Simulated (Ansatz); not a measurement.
# Random rock-salt alloy of NbC and TiC (64 atoms): support functions against a reference

Aim: test how closely localised support functions follow the reference on random rock-salt alloy of NbC and TiC (64 atoms), and at what cost. A setting counts as converged where the r.m.s. difference of forces stays under 1 % of the r.m.s. force.

Method: Kohn-Sham DFT, PBE, PAW (set soft_2), plane waves, in Ansatz 0.2.0.

## Step 1: The system as given

The cell holds 64 atoms: 16 Ti, 32 C and 16 Nb. Its edges and angles: a = 8.798 Å, b = 8.798 Å, c = 8.798 Å, α = 90.0°, β = 90.0°, γ = 90.0°. It derives from NbC and TiC (rock-salt), repeated 2×2×2. Rock-salt NbC, 2 x 2 x 2 conventional cells, 16 of 32 Nb sites given to Ti at random (x = 0.500), lattice by Vegard's rule (a = 4.399 Å); not relaxed, displaced by a Gaussian of 0.02 Å.

What the set-up can't give: The host structure and its lattice constant were typed by rule, without a check against the phase diagram.

## Step 2: Plane-wave single point

The first run fixes the reference, at a cutoff of 420 eV.

Contents of input.yaml:

```yaml
crystal:
  lattice:
    - [8.798, 0.0, 0.0]
    - [0.0, 8.798, 0.0]
    - [0.0, 0.0, 8.798]
  atoms:
    - { symbol: Ti, position: [0.002, 0.99924, 0.00136] }
    - { symbol: C, position: [0.25231, 0.00285, 0.999] }
    - { symbol: Nb, position: [0.99948, 0.25152, 0.25091] }
    - { symbol: C, position: [0.25248, 0.25115, 0.25303] }
    - { symbol: Nb, position: [0.24843, 0.00362, 0.24897] }
    - { symbol: C, position: [0.00268, 0.00277, 0.24675] }
    - { symbol: Ti, position: [0.2473, 0.25412, 0.99802] }
    - { symbol: C, position: [0.00019, 0.25348, 0.99862] }
    - { symbol: Nb, position: [0.99906, 0.99993, 0.49986] }
    - { symbol: C, position: [0.25244, 0.00219, 0.49771] }
    - { symbol: Ti, position: [0.99943, 0.25382, 0.75142] }
    - { symbol: C, position: [0.25124, 0.25204, 0.7519] }
    - { symbol: Ti, position: [0.2519, 0.99708, 0.75044] }
    - { symbol: C, position: [0.99955, 0.00445, 0.7492] }
    - { symbol: Nb, position: [0.25132, 0.25077, 0.49706] }
    - { symbol: C, position: [0.99952, 0.244, 0.49992] }
    - { symbol: Nb, position: [0.0031, 0.50025, 0.99632] }
    - { symbol: C, position: [0.25133, 0.499, 0.99665] }
    - { symbol: Nb, position: [0.99521, 0.75291, 0.24904] }
    - { symbol: C, position: [0.24918, 0.74921, 0.25143] }
    - { symbol: Ti, position: [0.25229, 0.50182, 0.249] }
    - { symbol: C, position: [0.00188, 0.50389, 0.25169] }
    - { symbol: Nb, position: [0.25089, 0.75172, 0.99921] }
    - { symbol: C, position: [0.00201, 0.74946, 0.99928] }
    - { symbol: Nb, position: [0.00418, 0.4987, 0.50005] }
    - { symbol: C, position: [0.24568, 0.49908, 0.49899] }
    - { symbol: Ti, position: [0.00395, 0.75318, 0.74729] }
    - { symbol: C, position: [0.24862, 0.75022, 0.74829] }
    - { symbol: Ti, position: [0.24831, 0.50049, 0.74829] }
    - { symbol: C, position: [0.00464, 0.50144, 0.74441] }
    - { symbol: Nb, position: [0.25009, 0.75053, 0.50082] }
    - { symbol: C, position: [0.99633, 0.75156, 0.50041] }
    - { symbol: Ti, position: [0.5032, 0.99718, 0.9997] }
    - { symbol: C, position: [0.75081, 0.99703, 0.99742] }
    - { symbol: Ti, position: [0.50092, 0.24537, 0.24959] }
    - { symbol: C, position: [0.7471, 0.24812, 0.25008] }
    - { symbol: Nb, position: [0.74713, 0.00107, 0.24906] }
    - { symbol: C, position: [0.49751, 0.00295, 0.24781] }
    - { symbol: Nb, position: [0.75158, 0.24956, 0.99908] }
    - { symbol: C, position: [0.49923, 0.24512, 0.0016] }
    - { symbol: Ti, position: [0.49969, 0.00137, 0.49721] }
    - { symbol: C, position: [0.74892, 0.00271, 0.50029] }
    - { symbol: Nb, position: [0.49856, 0.25025, 0.74978] }
    - { symbol: C, position: [0.74451, 0.25146, 0.75067] }
    - { symbol: Nb, position: [0.75161, 0.0007, 0.74796] }
    - { symbol: C, position: [0.50092, 0.99729, 0.75154] }
    - { symbol: Ti, position: [0.74943, 0.24699, 0.50073] }
    - { symbol: C, position: [0.49981, 0.25287, 0.49831] }
    - { symbol: Nb, position: [0.50258, 0.50026, 0.00278] }
    - { symbol: C, position: [0.74797, 0.50168, 0.00037] }
    - { symbol: Ti, position: [0.50015, 0.74807, 0.2502] }
    - { symbol: C, position: [0.7504, 0.75165, 0.25297] }
    - { symbol: Ti, position: [0.75195, 0.49919, 0.25097] }
    - { symbol: C, position: [0.50394, 0.49545, 0.24801] }
    - { symbol: Ti, position: [0.75156, 0.74901, 0.00252] }
    - { symbol: C, position: [0.49745, 0.74639, 0.00221] }
    - { symbol: Nb, position: [0.49882, 0.50006, 0.49943] }
    - { symbol: C, position: [0.74934, 0.50038, 0.50422] }
    - { symbol: Ti, position: [0.49669, 0.74876, 0.75088] }
    - { symbol: C, position: [0.75347, 0.74982, 0.75156] }
    - { symbol: Ti, position: [0.75098, 0.49883, 0.75094] }
    - { symbol: C, position: [0.50069, 0.50038, 0.74899] }
    - { symbol: Nb, position: [0.74997, 0.75797, 0.49974] }
    - { symbol: C, position: [0.50022, 0.74924, 0.50381] }
kpoints:
  mp_grid: { grid: [2, 2, 2] }
hamiltonian:
  xc: pbe
scf:
  occupations: { method: fermi_dirac, width: 0.05 }
output:
  forces: true
  stress: true
  populations: true
  dos:
    method: { smearing: { sigma: 0.15 } }
    de: 0.1
    projected: { site_lists: { C: [C], Nb: [Nb], Ti: [Ti] } }
  eigenvalues: true
  write_density: true
  write_potential: true
  volumetric_format: npy
  elf: true
```

Command:

```sh
ansatz run input.yaml --threads 8 --pin off --max-ram 15872MiB --backend cpu --events-out ev --progress --plain --runs-dir out
```

The program printed:

```text
Engine: ansatz 0.2.0, aarch64-unknown-linux-gnu
Pseudopotentials: kind: paw
Pseudopotential: Ti, paw, valence charge 12, recommended cutoff 420 eV (normal), Ti.paw.azcp
Pseudopotential: C, paw, valence charge 4, recommended cutoff 420 eV (normal), C.paw.azcp
Pseudopotential: Nb, paw, valence charge 13, recommended cutoff 420 eV (normal), Nb.paw.azcp
[... 5 lines on functional and potentials left out ...]
Crystal: 64 atoms, lattice volume = 681.007 Å³
Basis set: ecut = 420 eV, 13301 PW (Γ), exchange–correlation on 120×120×120 points (8 copies of the dense FFT grid, shifted against one another)
Bands: 328, of which v1, the nominal top of the filled ones, is band 264 counted from 1 (263 counted from 0)
Symmetry: 1 space group operations
Space group: P1 (ITA 1), of the structure as read, at distance tolerance 8.8e-5 Å
k-points: 8
[... 7 lines on functional and potentials left out ...]
Initial density: superposition of atomic densities (neutral atoms: chi_scale 0, normalization atom), corrected by the library's trained network
Initial wavefunctions: pseudopotential atomic-orbital guess
Functional: x = pbe(κ = 0.804, μ = 0.219515), c = pbe(β = 0.066725)
SCF iter   1: F=—  HF=-120904.731434 eV  |F-HF|=—  |Δ(HF+E_count)|=         —  Δρ=4.36e-3  dr2=2.24e-1  ethr=1.77e-3  ⟨swp⟩=4.0  Hψ=9398  notcnv=0  defer=61
preconditioner: auto → Kerker (q_TF=auto, 2.615 Å⁻¹)  [metal: Δε(μ)=0.013 eV  Ē_g=7.051 eV  σ=0.050 eV  W_gap=0.06  n_scr=202 (ndim 8)  ℏωp=23.5 eV  f_vac=0.000  D(μ)=45.98/eV (n_scr^D=460)]
SCF iter   2: F=—  HF=-120904.704925 eV  |F-HF|=—  |Δ(HF+E_count)|=   2.65e-2  Δρ=2.00e-3  dr2=6.26e-2  ethr=4.24e-5  ⟨swp⟩=1.9  Hψ=3278  notcnv=0  defer=161
SCF iter   3: F=—  HF=-120904.700580 eV  |F-HF|=—  |Δ(HF+E_count)|=   4.35e-3  Δρ=5.23e-4  dr2=5.50e-3  ethr=1.19e-5  ⟨swp⟩=2.0  Hψ=2588  notcnv=0  defer=161
SCF iter   4: F=—  HF=-120904.700082 eV  |F-HF|=—  |Δ(HF+E_count)|=   4.98e-4  Δρ=1.44e-4  dr2=3.89e-4  ethr=1.04e-6  ⟨swp⟩=2.0  Hψ=3119  notcnv=0  defer=161
SCF iter   5: F=—  HF=-120904.700036 eV  |F-HF|=—  |Δ(HF+E_count)|=   4.68e-5  Δρ=4.66e-5  dr2=3.10e-5  ethr=7.36e-8  ⟨swp⟩=2.9  Hψ=3444  notcnv=0  defer=161
SCF iter   6: F=—  HF=-120904.700580 eV  |F-HF|=—  |Δ(HF+E_count)|=   5.45e-4  Δρ=1.35e-5  dr2=1.64e-6  ethr=5.87e-9  ⟨swp⟩=2.0  Hψ=4723  notcnv=0  defer=215
SCF iter   7: F=-120904.700580 eV  HF=-120904.700580 eV  |F-HF|=2.06e-8  |Δ(HF+E_count)|=   7.54e-8  Δρ=2.53e-6  dr2=4.94e-8  ethr=1.89e-11  ⟨swp⟩=13.1  Hψ=17835  notcnv=0
SCF 1 converged in 7 iterations: F = -120904.700580 eV  dr2 = 4.94e-8
  greatest PAW one-centre occupation: 0.999 electrons in one spin orbital (limit 2), on the Ti atom at site 32 (counted from 0), in its partial waves of l = 0
SCF converged after 7 iterations
Free energy (F): -120904.700580 eV
Harris-Foulkes:  -120904.700580 eV  (|F-HF|=2.06e-8)
Internal energy: -120904.323648 eV  (E = F + TS)
E sigma→0 (E₀):  -120904.512114 eV
Entropy (-TS):   -0.376933 eV (-5.890 meV/atom)
Fermi energy:    17.159671 eV
--- Per-component energies (eV) ---
  E_band       = -2269.158606
  E_kinetic    = 13571.175891
  E_local      = -23653.954404  (includes V_loc(G=0)·N_el)
  E_nonlocal   = 2816.691320
  E_hartree    = 8476.310358
  E_xc         = -5967.595629
  E_vxc        = -7348.190506  (∫ρ·V_xc dr)
  E_paw        = -69067.648052  (= ΣΔE_a)
  E_vpaw       = -4607.508070  (= ΣTr[D̂ρ^β])
  E_aug_tail   = 0.001911  (compensation charges beyond the density's cutoff)
  E_ewald      = -47079.305042
  E_smearing   = -0.376933  (= −TS)
  E_closure    = -0.000000  (closes the sum)
  Σ components = -120904.700580   (vs F -120904.700580, Δ=0.00e0)
--- Forces (eV/Å), atoms counted from 1 ---
  atom   1  Ti    -0.13337221     0.25980032    -0.60235311
  atom   2  C     -0.24200537     0.11066772    -0.28605257
  atom   3  Nb    -0.13271863     0.00098738    -0.40066133
  atom   4  C      0.02954686     0.50583120    -0.83123323
  atom   5  Nb     0.64147488    -0.52067800    -0.33099668
  atom   6  C     -0.41213017    -0.13820773    -0.11237005
  atom   7  Ti     0.32946353    -0.55113365     0.05279428
  atom   8  C      0.34784284    -0.76298381    -0.15915631
  atom   9  Nb     0.29113055     0.35253418     0.25583520
  atom  10  C      0.07345893    -0.19393183     0.55629025
  atom  11  Ti     0.30215075    -0.53789612    -0.25283516
  atom  12  C     -0.53485244    -0.14497169    -0.00175585
  atom  13  Ti    -0.15619771     0.65255520     0.11523080
  atom  14  C      0.62538015    -0.39683164     0.35702756
[...]
atom  63  Nb    -0.56308325    -1.16727105     0.47820372
  atom  64  C     -0.06938368     0.61207721    -0.41111515
  max |Σ_I F_I| component: 2.13e-5 eV/Å
--- Stress (GPa, compression-positive) ---
        4.209746      -0.031949      -0.063622
       -0.031949       4.222984       0.117019
       -0.063622       0.117019       3.788048
  P = ⅓ Tr σ = 4.0736 GPa (40.736 kbar)
--- Band table (eV; the first three rows and the last of 8) ---
  k-point 0: bands = ["-40.1182", "-40.1049", "-40.0979", "-40.0913", [... 312 levels ...], "19.6287", "19.6325", "19.6522", "19.6645", "19.6895", "19.7015", "19.7266", "19.8856", "19.9009", "19.9144", "19.9597", "19.9755"]
[...]
--- Löwdin populations: 64 sites ---
  site symbol       q [e]
     0     Ti     11.1370
     1      C      4.7400
     2     Nb     12.3486
[...]
63      C      4.7113
  spilling = 0.002888 (of n_electrons = 528.000000)
```

Run time: 39 s. Hardware: 8 threads of Arm Neoverse V2, shared host; peak memory 7.7 GiB; 5 min of CPU time.

The run gave:

```
free energy                             : -120904.7006 eV
free energy per atom                    : -1889.1359 eV/atom
SCF cycles                              : 7
pressure                                : 4.074 GPa
r.m.s. force component                  : 0.3802 eV/Å
longest force                           : 1.381 eV/Å
Fermi energy                            : 17.16 eV
levels partly filled by over 2 per cent : 74
spilling of the projection              : 0.002888
```

The r.m.s. force component of 0.38 eV/Å sets the scale for the differences below.

## Step 3: Support functions low

With localised support functions most steps grow linearly with size, though the diagonalisation grows faster unless the density matrix is cut; this run measures error and cost at this size. The level low gives here a grid of 48×48×48 points and a radius of 3.47 Å.

This step: Kohn-Sham DFT, PBE, PAW (set soft_2), localised support functions (low) (Ansatz 0.2.0).

input.yaml, the sections that differ from step 2:

```yaml
scf:
  occupations: { method: fermi_dirac, width: 0.05 }
  eigensolver: { kind: { support_functions: { accuracy: low } } }
  max_iter: 150
output:
  forces: true
  eigenvalues: true
# crystal, kpoints, hamiltonian: as in step 2
```

The program printed:

```text
Warning: scf.eigensolver.kind.support_functions: disabling space-group detection — the functions' gradient is summed over unrotated k-points, so no spatial operation reduces the k-mesh or symmetrises the density; time reversal is kept, so that k and −k are solved as one point where they differ and the mesh holds both, and exact exchange and, on two spinor components, a DFT+U term hold to it where the run has them: [...]
settings of this run that can trade accuracy for cost: scf.eigensolver.kind.support_functions; scf.eigensolver.kind.support_functions.accuracy: low [...]
[...]
Crystal: 64 atoms, lattice volume = 681.007 Å³
Basis set: ecut = 420 eV, 13301 PW (Γ), exchange–correlation on 128×128×128 points (8 copies of the dense FFT grid, shifted against one another)
Bands: 317, of which v1, the nominal top of the filled ones, is band 264 counted from 1 (263 counted from 0)
Symmetry: 1 space group operations
k-points: 8
[...]
Eigensolver: Support functions (low, 48×48×48 points, laid for a spacing of at most 0.228497 Å, radius 3.466114 Å, 1 species' potentials softened for the grid, 3 wholly corrected for its errors in the mean over positions, 3 with the egg-box correction, energy correction by stochastic trace)
[...]
SCF iter   1: F=—  HF=-120947.656933 eV  |F-HF|=—  |Δ(HF+E_count)|=         —  Δρ=1.61e-1  dr2=2.74e2  ethr=1.00e-1
[...]
SCF iter   8: F=—  HF=-120904.798675 eV  |F-HF|=—  |Δ(HF+E_count)|=   9.31e-3  Δρ=2.09e-5  dr2=4.10e-6  ethr=1.30e-8  κ⁻¹=2.4e-7(r=6)
SCF iter   9: F=-120904.804615 eV  HF=-120904.804615 eV  |F-HF|=2.07e-7  |Δ(HF+E_count)|=   5.94e-3  Δρ=8.70e-6  dr2=5.78e-7  ethr=7.77e-10
SCF 1 converged in 9 iterations: F = -120904.841657 eV  dr2 = 5.78e-7
[...]
SCF converged after 9 iterations
Stability not checked: this state was not tested for a lower state beside it, because the mixer in use, unlike msr1, does not test its closes by its own steps (another_mixer; see scf.mixing.algorithm and scf.lower_state_search)
Free energy (F): -120904.841657 eV
[...]
Internal energy: -120904.465864 eV  (E = F + TS)
E sigma→0 (E₀):  -120904.653760 eV
Entropy (-TS):   -0.375792 eV (-5.872 meV/atom)
Fermi energy:    17.159516 eV
[...]
Σ components = -120904.841657   (vs F -120904.841657, Δ=0.00e0)
--- Forces (eV/Å), atoms counted from 1 ---
  atom   1  Ti    -0.13327069     0.25895783    -0.60397205
  atom   2  C     -0.24198565     0.11103454    -0.28578572
  atom   3  Nb    -0.13313780     0.00181739    -0.40019778
  atom   4  C      0.02983258     0.50545854    -0.83052885
[...]
atom  64  C     -0.06970891     0.61189822    -0.41080137
  max |Σ_I F_I| component: 6.09e-3 eV/Å
--- Band table (eV; the first three rows and the last of 8) ---
[...]
```

Run time: 76 s. Hardware: 8 threads; peak memory 2.9 GiB.

The program notes that the band table was not solved further than the SCF left it and it switched symmetry off.

Keys that differ from the reference: support_functions.accuracy = "low" and scf.max_iter = 150.

Forces differ from the reference by 0.64 meV/Å r.m.s., 0.17 % of their size, well within a tolerance of 1 %; the energy by -2.2 meV/atom. It took roughly 2.0 times the reference's time (one timing each, with unlike analyses asked), in 9 cycles against 7.

## Step 4: Support functions medium

The level medium is asked for. Here it resolves to the same grid and radius as in the run with support functions low, so the basis is not new.

This step: Kohn-Sham DFT, PBE, PAW (set soft_2), localised support functions (medium) (Ansatz 0.2.0).

input.yaml, the sections that differ from step 3:

```yaml
scf:
  occupations: { method: fermi_dirac, width: 0.05 }
  eigensolver: { kind: { support_functions: { accuracy: medium } } }
  max_iter: 150
# crystal, kpoints, hamiltonian, output: as in step 3
```

The program printed:

```text
[...]
Crystal: 64 atoms, lattice volume = 681.007 Å³
Basis set: ecut = 420 eV, 13301 PW (Γ), exchange–correlation on 128×128×128 points (8 copies of the dense FFT grid, shifted against one another)
Bands: 317, of which v1, the nominal top of the filled ones, is band 264 counted from 1 (263 counted from 0)
Symmetry: 1 space group operations
k-points: 8
[...]
Eigensolver: Support functions (medium, 48×48×48 points, laid for a spacing of at most 0.228497 Å, radius 3.466114 Å, 1 species' potentials softened for the grid, 3 wholly corrected for its errors in the mean over positions, 3 with the egg-box correction, energy correction by stochastic trace)
[...]
SCF iter   1: F=—  HF=-120947.656933 eV  |F-HF|=—  |Δ(HF+E_count)|=         —  Δρ=1.61e-1  dr2=2.74e2  ethr=1.00e-1
[...]
SCF iter   8: F=—  HF=-120904.798675 eV  |F-HF|=—  |Δ(HF+E_count)|=   9.31e-3  Δρ=2.09e-5  dr2=4.10e-6  ethr=1.30e-8  κ⁻¹=2.4e-7(r=6)
SCF iter   9: F=-120904.804615 eV  HF=-120904.804615 eV  |F-HF|=2.07e-7  |Δ(HF+E_count)|=   5.94e-3  Δρ=8.70e-6  dr2=5.78e-7  ethr=7.77e-10
SCF 1 converged in 9 iterations: F = -120904.841657 eV  dr2 = 5.78e-7
[...]
SCF converged after 9 iterations
[...]
Free energy (F): -120904.841657 eV
[...]
Internal energy: -120904.465864 eV  (E = F + TS)
E sigma→0 (E₀):  -120904.653760 eV
Entropy (-TS):   -0.375792 eV (-5.872 meV/atom)
Fermi energy:    17.159516 eV
[...]
Σ components = -120904.841657   (vs F -120904.841657, Δ=0.00e0)
--- Forces (eV/Å), atoms counted from 1 ---
  atom   1  Ti    -0.13327069     0.25895783    -0.60397205
  atom   2  C     -0.24198565     0.11103454    -0.28578572
  atom   3  Nb    -0.13313780     0.00181739    -0.40019778
  atom   4  C      0.02983258     0.50545854    -0.83052885
[...]
atom  64  C     -0.06970891     0.61189822    -0.41080137
  max |Σ_I F_I| component: 6.09e-3 eV/Å
--- Band table (eV; the first three rows and the last of 8) ---
[...]
```

Run time: 83 s. Hardware: 8 threads; peak memory 2.9 GiB.

Keys that differ from the reference: support_functions.accuracy = "medium" and scf.max_iter = 150.

Forces differ from the reference by 0.64 meV/Å r.m.s., 0.17 % of their size, well within a tolerance of 1 %; the energy by -2.2 meV/atom. It took roughly 2.1 times the reference's time (one timing each, with unlike analyses asked), in 9 cycles against 7.

## Step 5: Support functions medium, radius 2.95 Å

The radius confines each support function; a larger one gives more freedom and more work per atom.

input.yaml, the sections that differ from step 4:

```yaml
scf:
  occupations: { method: fermi_dirac, width: 0.05 }
  eigensolver: { kind: { support_functions: { accuracy: medium, radius: 2.95 } } }
  max_iter: 150
# crystal, kpoints, hamiltonian, output: as in step 4
```

The program printed:

```text
Warning: scf.eigensolver.kind.support_functions: disabling space-group detection — the functions' gradient is summed over unrotated k-points, so no spatial operation reduces the k-mesh or symmetrises the density; time reversal is kept, so that k and −k are solved as one point where they differ and the mesh holds both, and exact exchange and, on two spinor components, a DFT+U term hold to it where the run has them: [...]
settings of this run that can trade accuracy for cost: scf.eigensolver.kind.support_functions [...]
Engine: ansatz 0.2.0, aarch64-unknown-linux-gnu
Pseudopotentials: kind: paw
Pseudopotential: Ti, paw, valence charge 12, recommended cutoff 420 eV (normal), Ti.paw.azcp
Pseudopotential: C, paw, valence charge 4, recommended cutoff 420 eV (normal), C.paw.azcp
Pseudopotential: Nb, paw, valence charge 13, recommended cutoff 420 eV (normal), Nb.paw.azcp
[... 5 lines on functional and potentials left out ...]
Error: SCF: the radius of support functions is under 3.30 Å, the least for these sites at the functions' level (scf.eigensolver.kind.support_functions.accuracy). Use scf.eigensolver.kind: auto, or type scf.eigensolver.kind.support_functions.radius at least as long, [...]
```

Elapsed: 1.1 s, on 8 threads; peak memory 0.27 GiB; 4.8 s of CPU time.

The program refuses radii under 3.30 Å for these atoms at this level.

(Continued in part 2 of 2.)

[Long decimals in the printed logs are rounded to 6 places.]

[Logs are printed without paths, hosts, clocks, repeated set-up lines and the standing remarks that a program may print on its own settings, such as how far it seeks lower states.]

[Hosts, paths, dates, database ids (printed as entryN), source tags and the programs' standing remarks are cut or masked in the printed files.]
